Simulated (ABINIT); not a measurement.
# AlN (P6_3mc) in ABINIT: notebook

The runs below take AlN through band structure, with OLYP, LDA-VWN, PBE.

All numbers are computed with ABINIT 10.8.3 (patched build); they aren't measurements. Logs are shortened: lines on timing, memory, paths and dates and some standing lists are left out, and cuts for length are marked. The log counts tension as positive stress, the text compression.

**Experimental background.**

“Self-assembly of well-separated AlN nanowires directly on sputtered metallic TiN films”, 2019, arxiv:1910.07391 quotes, for a bulk crystal of AlN at 10 K: band gap 6.034 eV (an exciton energy, a little under the gap).

From “Structural and optical properties of self-assembled AlN nanowires grown on SiO2/Si substrates by molecular beam epitaxy”, 2024, arxiv:2402.00216, for a bulk crystal of AlN at 0 K: band gap 6.0343 eV (an exciton energy, a little under the gap).

The results are compared with them further down.

### 1 Starting point

Symmetry: P6_3mc, No. 186, hexagonal system. Conventional cell: a = 3.113 Å, b = 3.113 Å, c = 4.981 Å, α = 90.00°, β = 90.00°, γ = 120.00°. Around Al (site symmetry 3m) lie 4 N at 1.89 Å. N (site symmetry 3m) is surrounded by 4 Al at 1.89 Å.

### 2 Band structure, OLYP

File run.abi:

```
# Datasets: ground state, then fixed potential
ndtset 2

# Pseudopotentials
pp_dirpath "./"
pseudos "Al.GGA_PBE-JTH.xml, N.GGA_PBE-JTH.xml"

# Structure
acell 5.882717426 5.882717426 9.4127258268
rprim
     1.0000000000     0.0000000000     0.0000000000
    -0.5000000000     0.8660254038     0.0000000000
     0.0000000000     0.0000000000     1.0000000000
ntypat 2
znucl 13 7
natom 4
typat 1 1 2 2
xred
     0.6666666667     0.3333333333     0.5000000000
     0.3333333333     0.6666666667     0.0000000000
     0.6666666667     0.3333333333     0.8800000000
     0.3333333333     0.6666666667     0.3800000000

# Plane-wave basis
ecut 25.0
pawecutdg 47.0

# Exchange and correlation
ixc -110131

# Bands and occupations
occopt 3
tsmear 0.05 eV

# SCF cycle
nstep 100

# Output
iomode 3
prtwf 0
prteig 0
prtebands 0
enunit 1
prtden1 1
prtvha1 1
prtvclmb1 1
prtpot1 1

# Dataset 1
kptopt1 1
ngkpt1 10 10 6
nshiftk1 1
shiftk1 0.0 0.0 0.0
nband1 12
tolvrs1 1.0e-9

# Dataset 2: bands along G-M-K-G-A-L-H-A
iscf2 -2
getden2 1
nband2 16
nbdbuf2 2
tolwfr2 1.0e-12
kptopt2 -7
ndivsm2 8
prteig2 1
prtvol2 -3
kptbounds2
     0.0000000000     0.0000000000     0.0000000000
     0.5000000000     0.0000000000     0.0000000000
     0.3333333333     0.3333333333     0.0000000000
     0.0000000000     0.0000000000     0.0000000000
     0.0000000000     0.0000000000     0.5000000000
     0.5000000000     0.0000000000     0.5000000000
     0.3333333333     0.3333333333     0.5000000000
     0.0000000000     0.0000000000     0.5000000000
```

Potentials or basis: JTH PAW PBE v2.0.

Command:

```sh
$ abinit run.abi > log 2>&1
```

run.abo:

```text
.Version 10.8.3 of ABINIT
 DATASET    1 : space group P6_3 m c (#186); Bravais hP (primitive hexag.)
================================================================================
 Values of the parameters that define the memory need for DATASET  1.
     intxc =       0    ionmov =       0      iscf =      17    lmnmax =       8
     lnmax =       4     mgfft =      45  mpssoang =       2    mqgrid =    3001
     natom =       4  nloc_mem =       2    nspden =       1   nspinor =       1
    nsppol =       1      nsym =      12    n1xccc =       1    ntypat =       2
    occopt =       3   xclevel =       2
       mpw =        1719          nfft =       40500          nkpt =          56
 PAW method is used; the additional fine FFT grid is defined by:
   mgfftf=        60    nfftf =     96000
================================================================================
================================================================================

 DATASET    2 : space group P6_3 m c (#186); Bravais hP (primitive hexag.)
================================================================================
 Values of the parameters that define the memory need for DATASET  2.
     intxc =       0    ionmov =       0      iscf =      -2    lmnmax =       8
     lnmax =       4     mgfft =      45  mpssoang =       2    mqgrid =    3001
     natom =       4  nloc_mem =       2    nspden =       1   nspinor =       1
    nsppol =       1      nsym =      12    n1xccc =       1    ntypat =       2
    occopt =       3   xclevel =       2
       mpw =        1719          nfft =       40500          nkpt =          91
 PAW method is used; the additional fine FFT grid is defined by:
   mgfftf=        60    nfftf =     96000
================================================================================
================================================================================

--------------------------------------------------------------------------------
------------- Echo of variables that govern the present computation ------------
--------------------------------------------------------------------------------
 -outvars: echo values of preprocessed input variables --------
            acell      5.8827174260E+00  5.8827174260E+00  9.4127258268E+00 Bohr
              amu      2.69815390E+01  1.40067400E+01
             ecut      2.50000000E+01 Hartree
           enunit           1
           getden1          0
           getden2          1
             iscf1         17
             iscf2         -2
              ixc     -110131
           jdtset        1    2
           kptopt1          1
           kptopt2         -7
         kptrlatt       10    0    0      0   10    0      0    0    6
          kptrlen1     5.64763550E+01
          kptrlen2     3.00000000E+01
            natom           4
            nband1         12
            nband2         16
           nbdbuf1          0
           nbdbuf2          2
           ndtset           2
           ndivsm1          0
           ndivsm2          8
            ngfft          30      30      45
          ngfftdg          40      40      60
             nkpt1         56
             nkpt2         91
            nstep         100
             nsym          12
           ntypat           2
           occopt           3
        pawecutdg      4.70000000E+01 Hartree
         pawxcdev           0
        prtebands           0
           prteig1          0
           prteig2          1
           prtpot1          1
           prtpot2          0
         prtvclmb1          1
         prtvclmb2          0
           prtvha1          1
           prtvha2          0
           prtvol1          0
           prtvol2         -3
            prtwf           0
            rprim      1.0000000000E+00  0.0000000000E+00  0.0000000000E+00
[... 282 lines left out ...]
 -2.8803E-01 -2.1171E-01  5.5065E-02  2.3797E-01  2.3973E-01  2.6133E-01
  2.6395E-01  2.7056E-01  4.3355E-01  5.2452E-01  6.6608E-01  6.8242E-01
[... 521 lines left out ...]
  2.5010E-01  2.5010E-01  5.2014E-01  5.2014E-01  6.4395E-01  6.4395E-01
  7.0286E-01  7.0286E-01  7.0490E-01  7.0490E-01
 Non-SCF case, kpt   90 (  0.01961  0.01961  0.50000), residuals and eigenvalues=
  2.58E-13  3.75E-13  2.03E-13  2.04E-13  9.33E-14  2.12E-13  1.11E-13  1.76E-13
  1.13E-13  7.19E-13  3.57E-13  6.35E-13  3.89E-13  9.22E-13  1.50E-13  5.78E-13
 -2.5618E-01 -2.5618E-01  1.5012E-01  1.5012E-01  2.5018E-01  2.5018E-01
  2.5143E-01  2.5143E-01  5.1586E-01  5.1586E-01  6.5369E-01  6.5369E-01
  6.9904E-01  6.9904E-01  7.0020E-01  7.0020E-01
 Non-SCF case, kpt   91 (  0.00000  0.00000  0.50000), residuals and eigenvalues=
  1.90E-13  2.59E-13  6.97E-14  3.37E-13  6.20E-13  6.36E-13  2.54E-13  4.65E-13
  1.14E-13  1.46E-13  2.66E-13  3.35E-13  9.26E-13  5.74E-13  5.96E-13  5.79E-13
 -2.5664E-01 -2.5664E-01  1.5023E-01  1.5023E-01  2.5188E-01  2.5188E-01
  2.5188E-01  2.5188E-01  5.1428E-01  5.1428E-01  6.5797E-01  6.5797E-01
  6.9773E-01  6.9773E-01  6.9773E-01  6.9773E-01

--- !ResultsGS
iteration_state: {dtset: 2, }
comment   : Summary of ground state results
lattice_vectors:
- [  5.8827174,   0.0000000,   0.0000000, ]
- [ -2.9413587,   5.0945827,   0.0000000, ]
- [  0.0000000,   0.0000000,   9.4127258, ]
lattice_lengths: [   5.88272,    5.88272,    9.41273, ]
lattice_angles: [ 90.000,  90.000, 120.000, ] # degrees, (23, 13, 12)
lattice_volume:   2.8209930E+02
convergence: {deltae:  0.000E+00, res2:  0.000E+00, residm:  9.982E-13, diffor:  0.000E+00, }
etotal    :  -2.43600710E+01
entropy   :   0.00000000E+00
fermie    :   3.35062738E-01
cartesian_stress_tensor: null
pressure_GPa: null
xred      :
- [  6.6667E-01,   3.3333E-01,   5.0000E-01, Al]
- [  3.3333E-01,   6.6667E-01,   0.0000E+00, Al]
- [  6.6667E-01,   3.3333E-01,   8.8000E-01,  N]
- [  3.3333E-01,   6.6667E-01,   3.8000E-01,  N]
cartesian_forces: null
force_length_stats: {min: null, max: null, mean: null, }
...

 Integrated electronic density in atomic spheres:
 ------------------------------------------------
 Atom  Sphere_radius  Integrated_density
    1        1.90363          0.88890224
    2        1.90363          0.88890224
    3        1.20497          2.63465228
    4        1.20497          2.63465228

================================================================================

 ----iterations are completed or convergence reached----

 Mean square residual over all n,k,spin=   41.661E-14; max=  99.821E-14
 reduced coordinates (array xred) for    4 atoms
       0.666666666667      0.333333333333      0.500000000000
       0.333333333333      0.666666666667      0.000000000000
       0.666666666667      0.333333333333      0.880000000000
       0.333333333333      0.666666666667      0.380000000000

 cartesian coordinates (angstrom) at end:
    1      1.55649999895463     0.89864569340626     2.49049999832074
    2     -0.00000000000000     1.79729138681251     0.00000000000000
    3      1.55649999895463     0.89864569340626     4.38327999704451
    4     -0.00000000000000     1.79729138681251     1.89277999872377
 length scales=  5.882717426000  5.882717426000  9.412725826800 bohr
              =  3.112999997909  3.112999997909  4.980999996641 angstroms
 Eigenvalues (   eV  ) for nkpt=  91  k points:
 kpt#   1, nband= 16, wtk=  1.00000, kpt=  0.0000  0.0000  0.0000 (reduced coord)
  -7.85161   -5.76894    1.48166    6.54294    6.54294    7.18369    7.18369    7.36703
  11.72381   14.20985   18.18659   18.68466   18.68466   20.66073   20.66073   20.68774
 kpt#   2, nband= 16, wtk=  1.00000, kpt=  0.0333  0.0000  0.0000 (reduced coord)
  -7.83768   -5.76104    1.49840    6.47552    6.52338    7.11104    7.18240    7.36225
  11.79745   14.27283   18.12487   18.56960   18.72642   20.61174   20.68043   20.71260
 kpt#   3, nband= 16, wtk=  1.00000, kpt=  0.0667  0.0000  0.0000 (reduced coord)
  -7.79611   -5.73774    1.54848    6.27986    6.46757    6.91246    7.17690    7.34491
  12.00161   14.45120   17.94167   18.27122   18.85041   20.46733   20.71678   20.76375
 kpt#   4, nband= 16, wtk=  1.00000, kpt=  0.1000  0.0000  0.0000 (reduced coord)
  -7.72750   -5.70005    1.63146    5.97525    6.38269    6.62559    7.16390    7.31299
  12.29764   14.71445   17.63801   17.89368   19.05247   20.27196   20.63624   20.68230
 kpt#   5, nband= 16, wtk=  1.00000, kpt=  0.1333  0.0000  0.0000 (reduced coord)
  -7.63281   -5.64968    1.74663    5.58948    6.27701    6.28523    7.14085    7.26525
  12.64401   15.01153   17.21355   17.55452   19.32392   20.08065   20.27854   20.49658
 kpt#   6, nband= 16, wtk=  1.00000, kpt=  0.1667  0.0000  0.0000 (reduced coord)
  -7.51353   -5.58903    1.89297    5.15251    5.91584    6.15850    7.10717    7.19963
[... 242 lines left out ...]
  -6.78891   -6.78891    3.99500    3.99500    6.28995    6.28995    6.65799    6.65799
  14.45261   14.45261   16.97514   16.97514   19.28591   19.28591   19.53970   19.53970
 kpt#  88, nband= 16, wtk=  1.00000, kpt=  0.0588  0.0588  0.5000 (reduced coord)
  -6.87268   -6.87268    4.04823    4.04823    6.49497    6.49497    6.74430    6.74430
  14.30886   14.30886   17.22615   17.22615   19.25328   19.25328   19.31891   19.31891
 kpt#  89, nband= 16, wtk=  1.00000, kpt=  0.0392  0.0392  0.5000 (reduced coord)
  -6.93387   -6.93387    4.07430    4.07430    6.67935    6.67935    6.80554    6.80554
  14.15370   14.15370   17.52288   17.52288   19.12589   19.12589   19.18133   19.18133
 kpt#  90, nband= 16, wtk=  1.00000, kpt=  0.0196  0.0196  0.5000 (reduced coord)
  -6.97114   -6.97114    4.08508    4.08508    6.80780    6.80780    6.84188    6.84188
  14.03718   14.03718   17.78784   17.78784   19.02196   19.02196   19.05355   19.05355
 kpt#  91, nband= 16, wtk=  1.00000, kpt=  0.0000  0.0000  0.5000 (reduced coord)
  -6.98365   -6.98365    4.08788    4.08788    6.85388    6.85388    6.85388    6.85388
  13.99414   13.99414   17.90431   17.90431   18.98624   18.98624   18.98624   18.98624

== END DATASET(S) ==============================================================
================================================================================

 -outvars: echo values of variables after computation  --------
            acell      5.8827174260E+00  5.8827174260E+00  9.4127258268E+00 Bohr
           etotal1    -2.4360070977E+01
            fcart1     9.1544265283E-29  3.1711863722E-28 -2.7597932641E-03
                      -2.7463279585E-28  1.0570621241E-28 -2.7597932641E-03
                       2.7463279585E-28 -3.1711863722E-28  2.7597932641E-03
                      -9.1544265283E-29 -1.0570621241E-28  2.7597932641E-03
            rprim      1.0000000000E+00  0.0000000000E+00  0.0000000000E+00
                      -5.0000000000E-01  8.6602540380E-01  0.0000000000E+00
                       0.0000000000E+00  0.0000000000E+00  1.0000000000E+00
           strten1    -1.0828540518E-04 -1.0828540516E-04 -1.4714932797E-04
                       0.0000000000E+00  0.0000000000E+00  0.0000000000E+00
           xangst      1.5564999990E+00  8.9864569341E-01  2.4904999983E+00
                      -2.5325496290E-17  1.7972913868E+00  0.0000000000E+00
                       1.5564999990E+00  8.9864569341E-01  4.3832799970E+00
                      -2.5325496290E-17  1.7972913868E+00  1.8927799987E+00
             xred      6.6666666667E-01  3.3333333333E-01  5.0000000000E-01
                       3.3333333333E-01  6.6666666667E-01  0.0000000000E+00
                       6.6666666667E-01  3.3333333333E-01  8.8000000000E-01
                       3.3333333333E-01  6.6666666667E-01  3.8000000000E-01
 Calculation completed.
```

Wall time 64 s (1 thread of Arm Neoverse V2, shared host); peak memory 0.15 GiB.

Results:

```
Free energy                                           : -662.8713 eV
Largest force                                         : 0.142 eV/Å
Band gap on the k mesh                                : 4.36 eV, direct
Valence electrons inside the program's atomic spheres : Al 0.89; N 2.63
```

Forces in eV/Å, atoms in the order of the input:
```
Al   0.000  0.000 -0.142
Al   0.000  0.000 -0.142
N    0.000  0.000  0.142
N    0.000  0.000  0.142
```

Levels at the corners of the path, in eV from the valence-band top:
| point | band 5 | band 6 | band 7 | band 8 | band 9 | band 10 | band 11 | band 12 |
| --- | --- | --- | --- | --- | --- | --- | --- | --- |
| Γ | -0.82 | -0.18 | -0.18 | 0.00 | 4.36 | 6.84 | 10.82 | 11.32 |
| M | -3.28 | -2.03 | -1.72 | -0.65 | 5.97 | 6.03 | 8.38 | 10.46 |
| K | -3.69 | -2.38 | -2.33 | -2.33 | 5.27 | 8.56 | 9.81 | 9.81 |
| Γ | -0.82 | -0.18 | -0.18 | 0.00 | 4.36 | 6.84 | 10.82 | 11.32 |
| A | -0.51 | -0.51 | -0.51 | -0.51 | 6.63 | 6.63 | 10.54 | 10.54 |
| L | -1.41 | -1.41 | -1.33 | -1.33 | 5.50 | 5.50 | 9.46 | 9.46 |
| H | -3.76 | -3.76 | -0.76 | -0.76 | 7.62 | 7.62 | 7.99 | 7.99 |
| A | -0.51 | -0.51 | -0.51 | -0.51 | 6.63 | 6.63 | 10.54 | 10.54 |

Caveat: the cutoff is too short for stress, so the log's stress isn't used; the PAW data sets were made with another functional, which shifts forces and pressure a little.

### 3 Band structure, LDA-VWN

run.abi: that of step 2 with these lines changed.

```diff
@@ -5,3 +5,3 @@
 pp_dirpath "./"
-pseudos "Al.GGA_PBE-JTH.xml, N.GGA_PBE-JTH.xml"
+pseudos "Al.LDA_PW-JTH.xml, N.LDA_PW-JTH.xml"
 
@@ -28,3 +28,3 @@
 # Exchange and correlation
-ixc -110131
+ixc -1007
 
@@ -42,3 +42,3 @@
 prtebands 0
-enunit 1
+enunit 2
 prtden1 1
@@ -63,5 +63,4 @@
 kptopt2 -7
-ndivsm2 8
+ndivsm2 5
 prteig2 1
-prtvol2 -3
 kptbounds2
```

Potentials or basis: JTH PAW LDA v2.0.

Command:

```sh
$ abinit run.abi > log 2>&1
```

Wall time 47 s (1 thread of Arm Neoverse V2, shared host); peak memory 0.11 GiB.

The run converged. Its results:

* Free energy: -668.3439 eV
* Largest force: 0.114 eV/Å
* Band gap on the k mesh: 4.24 eV, direct
* Valence electrons inside the program's atomic spheres: Al 0.92; N 2.62

Forces in eV/Å, atoms in the order of the input:
```
Al   0.000  0.000 -0.114
Al   0.000  0.000 -0.114
N    0.000  0.000  0.114
N    0.000  0.000  0.114
```

Levels at the corners of the path, in eV from the valence-band top:
```tsv
point	band 5	band 6	band 7	band 8	band 9	band 10	band 11	band 12
Γ	-0.84	-0.18	-0.18	0.00	4.24	6.54	10.48	10.96
M	-3.37	-2.08	-1.80	-0.66	5.67	5.71	8.09	10.17
K	-3.80	-2.44	-2.40	-2.40	4.92	8.25	9.57	9.57
Γ	-0.84	-0.18	-0.18	0.00	4.24	6.54	10.48	10.96
A	-0.52	-0.52	-0.52	-0.52	6.41	6.41	10.16	10.16
L	-1.45	-1.45	-1.36	-1.36	5.21	5.21	9.10	9.10
H	-3.87	-3.87	-0.79	-0.79	7.31	7.31	7.74	7.74
A	-0.52	-0.52	-0.52	-0.52	6.41	6.41	10.16	10.16
```

Caveat: the cutoff is too short for stress, so the log's stress isn't used.

### 4 Band structure, PBE

run.abi: that of step 3 with these lines changed.

```diff
@@ -5,3 +5,3 @@
 pp_dirpath "./"
-pseudos "Al.LDA_PW-JTH.xml, N.LDA_PW-JTH.xml"
+pseudos "Al.GGA_PBE-JTH.xml, N.GGA_PBE-JTH.xml"
 
@@ -17,7 +17,7 @@
 typat 1 1 2 2
-xred
-     0.6666666667     0.3333333333     0.5000000000
-     0.3333333333     0.6666666667     0.0000000000
-     0.6666666667     0.3333333333     0.8800000000
-     0.3333333333     0.6666666667     0.3800000000
+xcart
+     1.5565000002     0.8986456939     2.4905000000
+    -0.0000000002     1.7972913881     0.0000000000
+     1.5565000002     0.8986456939     4.3832800000
+    -0.0000000002     1.7972913881     1.8927800000 Angstrom
 
@@ -28,3 +28,3 @@
 # Exchange and correlation
-ixc -1007
+ixc 11
 
@@ -42,7 +42,3 @@
 prtebands 0
-enunit 2
 prtden1 1
-prtvha1 1
-prtvclmb1 1
-prtpot1 1
 
@@ -63,3 +59,3 @@
 kptopt2 -7
-ndivsm2 5
+ndivsm2 8
 prteig2 1
```

Potentials or basis: JTH PAW PBE v2.0.

Command:

```sh
$ abinit run.abi > log 2>&1
```

Wall time 64 s (1 thread of Arm Neoverse V2, shared host); peak memory 0.15 GiB.

It converged, with:

* Free energy: -665.8890 eV
* Largest force: 0.131 eV/Å
* Band gap on the k mesh: 4.20 eV, direct
* Valence electrons inside the program's atomic spheres: Al 0.90; N 2.63

Forces on the atoms (eV/Å):
```
Al   0.000  0.000 -0.131
Al   0.000  0.000 -0.131
N    0.000  0.000  0.131
N    0.000  0.000  0.131
```

Levels at the corners of the path, in eV from the valence-band top:
```
point  band 5  band 6  band 7  band 8  band 9  band 10  band 11  band 12
    Γ   -0.83   -0.18   -0.18    0.00    4.20     6.64    10.60    11.14
    M   -3.34   -2.07   -1.77   -0.66    5.81     5.81     8.18    10.30
    K   -3.77   -2.42   -2.38   -2.38    5.05     8.37     9.68     9.68
    Γ   -0.83   -0.18   -0.18    0.00    4.20     6.64    10.60    11.14
    A   -0.52   -0.52   -0.52   -0.52    6.45     6.45    10.32    10.32
    L   -1.44   -1.44   -1.35   -1.35    5.31     5.31     9.27     9.27
    H   -3.84   -3.84   -0.78   -0.78    7.43     7.43     7.85     7.85
    A   -0.52   -0.52   -0.52   -0.52    6.45     6.45    10.32    10.32
```

Caveat: the cutoff is too short for stress, so the log's stress isn't used.

### 5 Summary

```csv
level,potentials or basis,gap on the mesh (eV),largest force (eV/Å)
OLYP,JTH PAW PBE v2.0,4.36,0.14
LDA-VWN,JTH PAW LDA v2.0,4.24,0.11
PBE,JTH PAW PBE v2.0,4.20,0.13
```

Alike in all rows: task band structure; no spin polarisation; cell as given; k mesh 10 × 10 × 6; cutoff (eV) 680; smearing fermi-dirac 0.05 eV.

Caveats: the PAW data sets were made with another functional, which shifts forces and pressure a little (some runs).

Total energies depend on the potentials used, so only differences within one code and one set of settings carry meaning.

### 6 Comparison with measurements

Step 2. Against the measured gap of AlN, 6.034 eV (an exciton energy, a little under the gap; 10 K; quoted in “Self-assembly of well-separated AlN nanowires directly on sputtered metallic TiN films”, 2019, arxiv:1910.07391), the calculated 4.36 eV is off by -1.68 eV. 2 values of this kind are on record (6.034 to 6.0343 eV); this one was drawn at random. The value is that of OLYP on a finite k mesh, which can miss the band edges, without temperature or zero-point motion.

Step 3. Against the measured gap of AlN, 6.0343 eV (an exciton energy, a little under the gap; 0 K; quoted in “Structural and optical properties of self-assembled AlN nanowires grown on SiO2/Si substrates by molecular beam epitaxy”, 2024, arxiv:2402.00216), the calculated 4.24 eV is off by -1.80 eV. 2 values of this kind are on record (6.034 to 6.0343 eV); this one was drawn at random. The value is that of LDA-VWN on a finite k mesh, which can miss the band edges, without temperature or zero-point motion. Semilocal functionals fall short of measured gaps as a rule.

Step 4. Measured gap of AlN: 6.034 eV (an exciton energy, a little under the gap; 10 K; quoted in “Self-assembly of well-separated AlN nanowires directly on sputtered metallic TiN films”, 2019, arxiv:1910.07391). This calculation gives 4.20 eV (-1.83 eV). 2 values of this kind are on record (6.034 to 6.0343 eV); this one was drawn at random. The value is that of PBE on a finite k mesh, which can miss the band edges, without temperature or zero-point motion. Semilocal functionals fall short of measured gaps as a rule.
